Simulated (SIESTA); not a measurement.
The system is SiC (Moissanite).

```
Si C
1.0
     3.07600    0.00000    0.00000
    -1.53800    2.66389    0.00000
     0.00000    0.00000    5.04800
Si C
2 2
Cartesian
  1.5380 0.8880 2.5240
  0.0000 1.7759 0.0000
  1.5380 0.8880 4.4675
  0.0000 1.7759 1.9435
```

Base run:

```yaml
Program: SIESTA 5.4.2
Functional: PBE
Potentials_or_basis: PseudoDojo 0.4 standard (PBE files)
Basis: DZP (energy shift 0.003 Ry)
Grid_cutoff: 500 Ry
Energy_shift: 0.003 Ry
k_mesh: 10 × 10 × 5
Occupations: fermi-dirac, width 0.05 eV
Spin: no spin polarisation
```

Its results: band gap on the k mesh 2.44 eV, indirect (least direct gap 4.08 eV); pressure 6.7 GPa; largest force 0.839 eV/Å.

Task: The run is repeated on the same cell with these changes: functional from PBE to RPBE. What comes out?

Result: Band gap on the k mesh 2.52 eV, indirect (least direct gap 4.13 eV); pressure 7.5 GPa; largest force 0.840 eV/Å.

RPBE binds less tightly than PBE, so the same cell stands under more pressure.

Caveats: the mesh misses the band edges, which the band path finds closer together; the basis of atomic orbitals isn't converged, which shifts pressures, moduli and gaps; the potentials were made for another functional, which shifts forces and pressure (some runs).
